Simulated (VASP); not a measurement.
# BP: zone-centre modes, functional by functional, part 2 of 3

How much do the zone-centre frequencies of BP depend on the functional? The starting structure is a measured crystal structure from the Crystallography Open Database.

VASP 6.6.1.

Results so far: LDA T2 819.5 cm⁻¹.

## (3) Modes with LDA at the measured cell

Level of this step: LDA; plane waves and PAW (P, B) (VASP).

A relaxation of the atoms in the fixed cell, not shown, had nothing to move.

Contents of INCAR:

```
SYSTEM = BP
PREC = Accurate
ENCUT = 450
EDIFF = 1E-08
NELM = 100
ISMEAR = 0
SIGMA = 0.03
LREAL = .FALSE.
ALGO = Normal
GGA = CA
NBANDS = 10
LORBIT = 11
LWAVE = .FALSE.
LCHARG = .FALSE.
KPAR = 4
IBRION = 8
LEPSILON = .TRUE.
ISIF = 2
```

Contents of POSCAR:

```
BP
1.0
    0.0000000000      2.2690000000      2.2690000000
    2.2690000000      0.0000000000      2.2690000000
    2.2690000000      2.2690000000      0.0000000000
P B
1 1
Direct
    0.7500000000      0.7500000000      0.7500000000
    0.0000000000      0.0000000000      0.0000000000
```

Contents of KPOINTS:

```
Automatic mesh
0
Gamma
12 12 12
0 0 0
```

Potentials, in the order of the species: P and B (LDA family, release 64).

On the command line:

```sh
$ mpirun -np 4 vasp_std
```

Output:

```text
[... set-up lines as in an earlier step ...]
 entering main loop
       N       E                     dE             d eps       ncg     rms          rms(c)
DAV:   1     0.564544661700E+01    0.56454E+01   -0.36393E+03  1456   0.635E+02
DAV:   2    -0.147332743712E+02   -0.20379E+02   -0.19400E+02  2010   0.104E+02
DAV:   3    -0.152097711858E+02   -0.47650E+00   -0.47581E+00  1798   0.149E+01
DAV:   4    -0.152115565971E+02   -0.17854E-02   -0.17851E-02  1784   0.106E+00
[...]
DAV:  11    -0.143868288845E+02   -0.19642E-05   -0.51331E-06  1864   0.128E-02    0.353E-02
DAV:  12    -0.143868285419E+02    0.34257E-06   -0.19324E-06  1680   0.617E-03    0.719E-03
DAV:  13    -0.143868285494E+02   -0.74508E-08   -0.74598E-08  1776   0.173E-03
   1 F= -.14386829E+02 E0= -.14386829E+02  d E =-.203765E-29
 Linear response reoptimize wavefunctions to high precision
DAV:   1    -0.143868285466E+02    0.27543E-08   -0.11359E-08  1628   0.498E-04
DAV:   2    -0.143868285466E+02   -0.21828E-10   -0.24404E-10   852   0.125E-04
 Linear response G [H, r] |phi>, progress :
  Direction:   1
[...]
RMM:  12    -0.412631608740E-01   -0.55551E-08   -0.17257E-07  5286   0.632E-06    0.803E-08
 first order change of Fermi-energy   0.15833E-03
 force on displaced ion       1 direction 1 : -18.551   0.000   0.000
 Born effective charge ion    1 direction 1 :   0.520   0.000   0.000
 Linear response progress:
  Degree of freedom:   2/  2
       N       E                     dE             d eps       ncg     rms          rms(c)
RMM:   1    -0.456742935384E-01   -0.45674E-01   -0.70807E-03 13719   0.114E+00
RMM:   2    -0.418728324216E-01    0.38015E-02   -0.39430E-04  8844   0.240E-01    0.146E-01
RMM:   3    -0.419048922055E-01   -0.32060E-04   -0.34863E-05  9136   0.877E-02    0.771E-02
RMM:   4    -0.422913947729E-01   -0.38650E-03   -0.88906E-05  8917   0.828E-02    0.954E-03
[...]
RMM:   9    -0.422761823291E-01    0.31501E-07   -0.13066E-07 10012   0.263E-05    0.363E-06
RMM:  10    -0.422761992546E-01   -0.16926E-07   -0.23608E-08 10137   0.106E-05    0.139E-06
RMM:  11    -0.422761903171E-01    0.89375E-08   -0.55724E-08  8978   0.756E-06    0.205E-07
 first order change of Fermi-energy  -0.27737E-04
 force on displaced ion       2 direction 1 : -18.552  -0.000  -0.000
 Born effective charge ion    2 direction 1 :  -0.524   0.000   0.000
 Born effective charges drift removed
 Linear response finished
```

The job ended after 2.3 min (4 MPI ranks of AMD EPYC 7R43, shared host; peak memory 0.83 GiB).

From OUTCAR (step 3):

```text
  Total       -0.7716031     -0.7716031     -0.7716031      0.0000000      0.0000000      0.0000000
  in kB      -52.9140548    -52.9140548    -52.9140548      0.0000000      0.0000000      0.0000000
  external PRESSURE =     -52.9140548 kB  Pullay stress =       0.0000000 kB

 POSITION                                       TOTAL-FORCE (eV/Angst)
 -----------------------------------------------------------------------------------
      3.40350      3.40350      3.40350        -0.000000     -0.000000     -0.000000
      0.00000      0.00000      0.00000         0.000000      0.000000      0.000000
 -----------------------------------------------------------------------------------
    total drift:                               -0.000000     -0.000000     -0.000000

 MACROSCOPIC STATIC DIELECTRIC TENSOR (including local field effects in DFT)
 ------------------------------------------------------
           9.230745    -0.000000    -0.000000
          -0.000000     9.230745    -0.000000
           0.000000    -0.000000     9.230745
 ------------------------------------------------------

 MACROSCOPIC STATIC DIELECTRIC TENSOR IONIC CONTRIBUTION
 ------------------------------------------------------
           0.113064     0.000000     0.000000
           0.000000     0.113064     0.000000
           0.000000     0.000000     0.113064
 ------------------------------------------------------

[... 1 part as in an earlier step ...]

[... 1 further part left out ...]
```

With LDA at the measured cell the mode is T2 793.4 cm⁻¹, -26.1 cm⁻¹ from LDA.

## (4) Modes with PBEsol

PBEsol restores the gradient expansion of exchange and is tuned for the cells of solids. The cell comes from a relaxation at this level, not shown (23.11 Å³).

Changes to INCAR since step 3:

```diff
@@ -9,3 +9,3 @@
 ALGO = Normal
-GGA = CA
+GGA = PS
 NBANDS = 10
```

Contents of POSCAR:

```
BP
1.0
    0.0000000000      2.2606684860      2.2606684860
    2.2606684860      0.0000000000      2.2606684860
    2.2606684860      2.2606684860      0.0000000000
P B
1 1
Direct
    0.7500000000      0.7500000000      0.7500000000
    0.0000000000      0.0000000000      0.0000000000
```

KPOINTS is that of step 3.

Potentials, in the order of the species: P and B (PBE family, release 64).

On the command line:

```sh
$ mpirun -np 4 vasp_std
```

Output:

```text
[banner, memory and clock lines left out]
running    4 mpi-ranks, on    1 nodes
[...]
|                                                                             |
|               ----> ADVICE to this user running VASP <----                  |
|                                                                             |
|     You enforced a specific xc type in the INCAR file but a different       |
|     [... a line on the potential file left out ...]
|     I HOPE YOU KNOW WHAT YOU ARE DOING!                                     |
|                                                                             |

 LDA part: xc-table for (Slater+PW92), standard interpolation
 POSCAR, INCAR and KPOINTS ok, starting setup
[...]
entering main loop
       N       E                     dE             d eps       ncg     rms          rms(c)
DAV:   1     0.616201686017E+01    0.61620E+01   -0.36555E+03  1440   0.641E+02
DAV:   2    -0.139584046370E+02   -0.20120E+02   -0.19382E+02  2094   0.104E+02
[...]
RMM:  12    -0.406891791344E-01    0.12693E-08    0.11411E-07  5062   0.251E-06    0.706E-08
 first order change of Fermi-energy   0.14752E-03
 force on displaced ion       1 direction 1 : -19.383  -0.000  -0.000
 Born effective charge ion    1 direction 1 :   0.545   0.000   0.000
 Linear response progress:
  Degree of freedom:   2/  2
       N       E                     dE             d eps       ncg     rms          rms(c)
RMM:   1    -0.454632047147E-01   -0.45463E-01   -0.71722E-03 13699   0.113E+00
RMM:   2    -0.417363911718E-01    0.37268E-02   -0.44213E-04  8825   0.236E-01    0.142E-01
RMM:   3    -0.417737352312E-01   -0.37344E-04   -0.31668E-05  9135   0.846E-02    0.753E-02
RMM:   4    -0.421470863816E-01   -0.37335E-03   -0.80237E-05  8916   0.800E-02    0.963E-03
[...]
RMM:   9    -0.421296830328E-01    0.63106E-07   -0.10090E-07 10015   0.259E-05    0.382E-06
RMM:  10    -0.421296966362E-01   -0.13603E-07   -0.12584E-08  9984   0.731E-06    0.110E-06
RMM:  11    -0.421296897207E-01    0.69156E-08   -0.24190E-08  8846   0.387E-06    0.297E-07
 first order change of Fermi-energy  -0.23419E-04
 force on displaced ion       2 direction 1 : -19.385  -0.000  -0.000
 Born effective charge ion    2 direction 1 :  -0.549   0.000   0.000
 Born effective charges drift removed
 Linear response finished
```

Elapsed: 2 min, on 4 MPI ranks; peak memory 0.85 GiB; 8 min of CPU time.

From OUTCAR (step 4):

```text
  Total        0.0008242      0.0008242      0.0008242      0.0000000      0.0000000     -0.0000000
  in kB        0.0571492      0.0571492      0.0571492      0.0000000      0.0000000     -0.0000000
  external PRESSURE =       0.0571492 kB  Pullay stress =       0.0000000 kB

 POSITION                                       TOTAL-FORCE (eV/Angst)
 -----------------------------------------------------------------------------------
      3.39100      3.39100      3.39100         0.000000      0.000000      0.000000
      0.00000      0.00000      0.00000        -0.000000     -0.000000     -0.000000
 -----------------------------------------------------------------------------------
    total drift:                               -0.000000     -0.000000     -0.000000

 MACROSCOPIC STATIC DIELECTRIC TENSOR (including local field effects in DFT)
 ------------------------------------------------------
           9.323697     0.000000     0.000000
           0.000000     9.323697    -0.000000
           0.000000    -0.000000     9.323697
 ------------------------------------------------------

 MACROSCOPIC STATIC DIELECTRIC TENSOR IONIC CONTRIBUTION
 ------------------------------------------------------
           0.120281    -0.000000    -0.000000
          -0.000000     0.120281     0.000000
          -0.000000     0.000000     0.120281
 ------------------------------------------------------

[... 1 part as in an earlier step ...]

[... 1 further part left out ...]
```

With PBEsol the mode is T2 811.0 cm⁻¹, -8.5 cm⁻¹ from LDA.

## (5) Modes with PBE

PBE, the usual starting point, adds the gradient of the density. The cell comes from a relaxation at this level, not shown (23.50 Å³).

Changes to INCAR since step 4:

```diff
@@ -9,3 +9,3 @@
 ALGO = Normal
-GGA = PS
+GGA = PE
 NBANDS = 10
```

Contents of POSCAR:

```
BP
1.0
    0.0000000000      2.2732845355      2.2732845355
    2.2732845355      0.0000000000      2.2732845355
    2.2732845355      2.2732845355      0.0000000000
P B
1 1
Direct
    0.7500000000      0.7500000000      0.7500000000
    0.0000000000      0.0000000000      0.0000000000
```

KPOINTS is that of step 4.

On the command line:

```sh
$ mpirun -np 4 vasp_std
```

Output:

```text
[banner, memory and clock lines left out]
running    4 mpi-ranks, on    1 nodes
[...]
LDA part: xc-table for (Slater+PW92), standard interpolation
 POSCAR, INCAR and KPOINTS ok, starting setup
[...]
entering main loop
       N       E                     dE             d eps       ncg     rms          rms(c)
DAV:   1     0.644974776043E+01    0.64497E+01   -0.35800E+03  1440   0.636E+02
DAV:   2    -0.131647078064E+02   -0.19614E+02   -0.18547E+02  2050   0.102E+02
DAV:   3    -0.136241822223E+02   -0.45947E+00   -0.45860E+00  1790   0.144E+01
DAV:   4    -0.136259375994E+02   -0.17554E-02   -0.17552E-02  1772   0.101E+00
[...]
DAV:  14    -0.129306020092E+02   -0.72666E-07   -0.31896E-08  1606   0.108E-03    0.219E-04
DAV:  15    -0.129306019858E+02    0.23341E-07   -0.22826E-09   830   0.324E-04    0.631E-04
DAV:  16    -0.129306019882E+02   -0.23769E-08   -0.56729E-10   784   0.129E-04
   1 F= -.12930602E+02 E0= -.12930602E+02  d E =-.248884E-21
 Linear response reoptimize wavefunctions to high precision
[...]
RMM:  13    -0.410013656421E-01    0.25550E-08   -0.13641E-07  3866   0.648E-06    0.132E-08
 first order change of Fermi-energy   0.36833E+00
 force on displaced ion       1 direction 1 : -18.859  -0.000  -0.000
 Born effective charge ion    1 direction 1 :   0.481   0.000   0.000
 Linear response progress:
  Degree of freedom:   2/  2
       N       E                     dE             d eps       ncg     rms          rms(c)
RMM:   1    -0.452668027976E-01   -0.45267E-01   -0.57082E-03 13692   0.114E+00
RMM:   2    -0.415074744438E-01    0.37593E-02   -0.34626E-04  8820   0.239E-01    0.141E-01
RMM:   3    -0.415887073151E-01   -0.81233E-04   -0.12463E-05  9150   0.820E-02    0.753E-02
RMM:   4    -0.419810392909E-01   -0.39233E-03   -0.69307E-05  8931   0.786E-02    0.993E-03
[...]
RMM:   9    -0.419577550990E-01    0.11446E-06   -0.13337E-07  9956   0.423E-05    0.552E-06
RMM:  10    -0.419577655673E-01   -0.10468E-07   -0.82422E-08 10065   0.146E-05    0.111E-06
RMM:  11    -0.419577592474E-01    0.63199E-08   -0.61737E-08  9275   0.695E-06    0.392E-07
 first order change of Fermi-energy  -0.36819E+00
 force on displaced ion       2 direction 1 : -18.863  -0.000  -0.000
 Born effective charge ion    2 direction 1 :  -0.485   0.000   0.000
 Born effective charges drift removed
 Linear response finished
```

Elapsed: 2.2 min, on 4 MPI ranks; peak memory 0.86 GiB; 8.6 min of CPU time.

Parts of OUTCAR (step 5):

```text
  Total        0.0010043      0.0010043      0.0010043      0.0000000     -0.0000000      0.0000000
  in kB        0.0684863      0.0684863      0.0684863      0.0000000     -0.0000000      0.0000000
  external PRESSURE =       0.0684863 kB  Pullay stress =       0.0000000 kB

 POSITION                                       TOTAL-FORCE (eV/Angst)
 -----------------------------------------------------------------------------------
      3.40993      3.40993      3.40993        -0.000000     -0.000000     -0.000000
      0.00000      0.00000      0.00000         0.000000      0.000000      0.000000
 -----------------------------------------------------------------------------------
    total drift:                               -0.000000     -0.000000     -0.000000

 MACROSCOPIC STATIC DIELECTRIC TENSOR (including local field effects in DFT)
 ------------------------------------------------------
           9.184711    -0.000000    -0.000000
           0.000000     9.184711    -0.000000
           0.000000    -0.000000     9.184711
 ------------------------------------------------------

 MACROSCOPIC STATIC DIELECTRIC TENSOR IONIC CONTRIBUTION
 ------------------------------------------------------
           0.094528    -0.000000     0.000000
          -0.000000     0.094528    -0.000000
           0.000000    -0.000000     0.094528
 ------------------------------------------------------

[... 1 part as in an earlier step ...]

[... 1 further part left out ...]
```

With PBE the mode is T2 800.0 cm⁻¹, -19.5 cm⁻¹ from LDA.

## (6) Modes with PBEsol + D3(BJ)

D3 with Becke-Johnson damping keeps a finite attraction at short range. The cell comes from a relaxation at this level, not shown (22.63 Å³).

Changes to INCAR since step 5:

```diff
@@ -9,3 +9,4 @@
 ALGO = Normal
-GGA = PE
+GGA = PS
+IVDW = 12
 NBANDS = 10
@@ -15,4 +16,6 @@
 KPAR = 4
-IBRION = 8
-LEPSILON = .TRUE.
+IBRION = 6
+NFREE = 2
+POTIM = 0.015
+NSW = 1
 ISIF = 2
```

Contents of POSCAR:

```
BP
1.0
    0.0000000000      2.2448582945      2.2448582945
    2.2448582945      0.0000000000      2.2448582945
    2.2448582945      2.2448582945      0.0000000000
P B
1 1
Direct
    0.7500000000      0.7500000000      0.7500000000
    0.0000000000      0.0000000000      0.0000000000
```

KPOINTS is that of step 5.

On the command line:

```sh
$ mpirun -np 4 vasp_std
```

Output:

```text
[banner, memory and clock lines left out]
running    4 mpi-ranks, on    1 nodes
[...]
[... a notice as in an earlier step ...]

 LDA part: xc-table for (Slater+PW92), standard interpolation
 POSCAR, INCAR and KPOINTS ok, starting setup
[...]
entering main loop
       N       E                     dE             d eps       ncg     rms          rms(c)
DAV:   1     0.578546019721E+01    0.57855E+01   -0.37672E+03  1440   0.650E+02
DAV:   2    -0.139812138851E+02   -0.19767E+02   -0.18761E+02  2088   0.105E+02
DAV:   3    -0.144435769834E+02   -0.46236E+00   -0.46140E+00  1756   0.144E+01
DAV:   4    -0.144453042312E+02   -0.17272E-02   -0.17271E-02  1812   0.993E-01
[...]
DAV:  13    -0.136677747058E+02    0.12979E-07   -0.41043E-08  1742   0.152E-03    0.457E-03
DAV:  14    -0.136677747177E+02   -0.11851E-07   -0.14926E-08   900   0.603E-04    0.959E-05
DAV:  15    -0.136677747138E+02    0.38759E-08   -0.68854E-10   792   0.241E-04
   1 F= -.14185586E+02 E0= -.14185586E+02  d E =-.551030E-12
[... from here on, the cycles between the ionic steps are left out ...]
   2 F= -.14183312E+02 E0= -.14183312E+02  d E =-.310810E-12
   3 F= -.14183312E+02 E0= -.14183312E+02  d E =-.312288E-12
   4 F= -.14183313E+02 E0= -.14183313E+02  d E =-.309651E-12
   5 F= -.14183313E+02 E0= -.14183313E+02  d E =-.308846E-12
 Finite differences progress:
  Degree of freedom:   2/  2
  Displacement:        2/  2
  Total:               4/  4
```

Elapsed: 44 s, on 4 MPI ranks; peak memory 0.73 GiB.

Parts of OUTCAR (step 6):

```text
 Edisp (eV)   -0.51781

 Edisp (eV)   -0.51781

  Total      -0.00026     0.00421     0.00421     0.00000     0.13546     0.00000
  in kB      -0.01844     0.29801     0.29801     0.00000     9.59200     0.00000
  external pressure =        0.19 kB  Pullay stress =        0.00 kB

 POSITION                                       TOTAL-FORCE (eV/Angst)
 -----------------------------------------------------------------------------------
      3.36729      3.36729      3.36729        -0.303091     -0.000000     -0.000000
     -0.01500      0.00000      0.00000         0.303091      0.000000      0.000000
 -----------------------------------------------------------------------------------
    total drift:                                0.000027     -0.000000     -0.000000

  FREE ENERGIE OF THE ION-ELECTRON SYSTEM (eV)
  ---------------------------------------------------
  free  energy   TOTEN  =       -14.1833129201 eV

  energy  without entropy=      -14.1833129201  energy(sigma->0) =      -14.18331292

[... 1 part as in an earlier step ...]

[... 2 further parts left out ...]
[key lines of the parts left out:]
E-fermi :   8.0312
```

The last energy, forces and stress in OUTCAR belong to the last displaced cell, not to that of POSCAR.

With PBEsol + D3(BJ) the mode is T2 828.0 cm⁻¹, +8.5 cm⁻¹ from LDA.

## (7) Modes with r2SCAN

r2SCAN adds the kinetic-energy density, costs more than a GGA and is run with LASPH. The cell comes from a relaxation at this level, not shown (23.28 Å³).

Changes to INCAR since step 6:

```diff
@@ -9,4 +9,4 @@
 ALGO = Normal
-GGA = PS
-IVDW = 12
+METAGGA = R2SCAN
+LASPH = .TRUE.
 NBANDS = 10
```

Contents of POSCAR:

```
BP
1.0
    0.0000000000      2.2661664174      2.2661664174
    2.2661664174      0.0000000000      2.2661664174
    2.2661664174      2.2661664174      0.0000000000
P B
1 1
Direct
    0.7500000000      0.7500000000      0.7500000000
    0.0000000000      0.0000000000      0.0000000000
```

KPOINTS is that of step 6.

On the command line:

```sh
$ mpirun -np 4 vasp_std
```

Output:

```text
[banner, memory and clock lines left out]
running    4 mpi-ranks, on    1 nodes
[...]
[... a notice as in an earlier step ...]

 LDA part: xc-table for (None), standard interpolation
 POSCAR, INCAR and KPOINTS ok, starting setup
[...]
entering main loop
       N       E                     dE             d eps       ncg     rms          rms(c)
DAV:   1     0.286273579753E+01    0.28627E+01   -0.38391E+03  1440   0.663E+02
DAV:   2    -0.187255393253E+02   -0.21588E+02   -0.20639E+02  2124   0.108E+02
DAV:   3    -0.191777438791E+02   -0.45220E+00   -0.45158E+00  1776   0.148E+01
DAV:   4    -0.191792551874E+02   -0.15113E-02   -0.15111E-02  1802   0.994E-01
[...]
DAV:  14    -0.173103353612E+02    0.24560E-07   -0.32219E-09   828   0.396E-04    0.114E-04
DAV:  15    -0.173103353475E+02    0.13753E-07   -0.25208E-10   786   0.122E-04    0.179E-04
DAV:  16    -0.173103353530E+02   -0.54861E-08   -0.31335E-11   778   0.433E-05
   1 F= -.17310335E+02 E0= -.17310335E+02  d E =-.186942E-19
[... from here on, the cycles between the ionic steps are left out ...]
   2 F= -.17308106E+02 E0= -.17308106E+02  d E =-.329958E-19
   3 F= -.17308106E+02 E0= -.17308106E+02  d E =-.331178E-19
   4 F= -.17308106E+02 E0= -.17308106E+02  d E =-.331204E-19
   5 F= -.17308106E+02 E0= -.17308106E+02  d E =-.330664E-19
 Finite differences progress:
  Degree of freedom:   2/  2
  Displacement:        2/  2
  Total:               4/  4
```

Run time: 3.6 min. Hardware: 4 MPI ranks; peak memory 0.7 GiB.

From OUTCAR (step 7):

```text
  Total        0.0015237      0.0053716      0.0053716      0.0000000      0.1040760      0.0000000
  in kB        0.1048821      0.3697530      0.3697530      0.0000000      7.1640057      0.0000000
  external PRESSURE =       0.2814627 kB  Pullay stress =       0.0000000 kB

 POSITION                                       TOTAL-FORCE (eV/Angst)
 -----------------------------------------------------------------------------------
      3.39925      3.39925      3.39925        -0.297182     -0.000000     -0.000000
     -0.01500      0.00000      0.00000         0.297182      0.000000      0.000000
 -----------------------------------------------------------------------------------
    total drift:                                0.000020     -0.000000     -0.000000

  FREE ENERGIE OF THE ION-ELECTRON SYSTEM (eV)
  ---------------------------------------------------
  free  energy   TOTEN  =       -17.3081061978 eV

  energy  without entropy=      -17.3081061978  energy(sigma->0) =      -17.30810620

[... 1 part as in an earlier step ...]

[... 2 further parts left out ...]
[key lines of the parts left out:]
E-fermi :   7.7310
```

With r2SCAN the mode is T2 819.9 cm⁻¹, +0.4 cm⁻¹ from LDA.

(Continued in part 3 of 3.)

[Lines on the potential files, build, host, timing and source positions are cut from VASP's logs without a mark.]

[Logs are printed without paths, hosts, clocks, repeated set-up lines and the standing remarks that a program may print on its own settings, such as how far it seeks lower states.]

[Hosts, paths, dates, database ids (printed as entryN), source tags and the programs' standing remarks are cut or masked in the printed files.]
